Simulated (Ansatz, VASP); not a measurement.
One calculation of KBr, two programs

```
K Br
1.0
     0.00000    3.77560    3.77560
     3.77560    0.00000    3.77560
     3.77560    3.77560    0.00000
K Br
1 1
Direct
  0.00000 0.00000 0.00000
  0.25000 0.25000 0.25000
```

Change from the starting cell: volume scaled by 1.05.

Alike in both runs: task single point; functional PBE; k mesh 11 × 11 × 11; occupations fermi-dirac, width 0.08 eV; no spin polarisation.

|  | VASP | Ansatz |
| --- | --- | --- |
| version | VASP 6.6.1 | Ansatz 0.2.0 |
| potentials or method | VASP PAW PBE potentials, release 64 (K_sv, Br), cutoff 520 eV | all-electron LAPW, scalar-relativistic |

|  | VASP | Ansatz | Ansatz less VASP |
| --- | --- | --- | --- |
| gap on the k mesh at the Fermi level (eV) | 4.16 | 4.16 | +0.001 |
| pressure (GPa) | -0.3 | -0.4 | -0.02 |

Ansatz ran all-electron here, so the differences hold the error of VASP's frozen core and of both bases.

Caveats: an odd mesh through Γ misses points on the zone boundary, where band edges often lie.
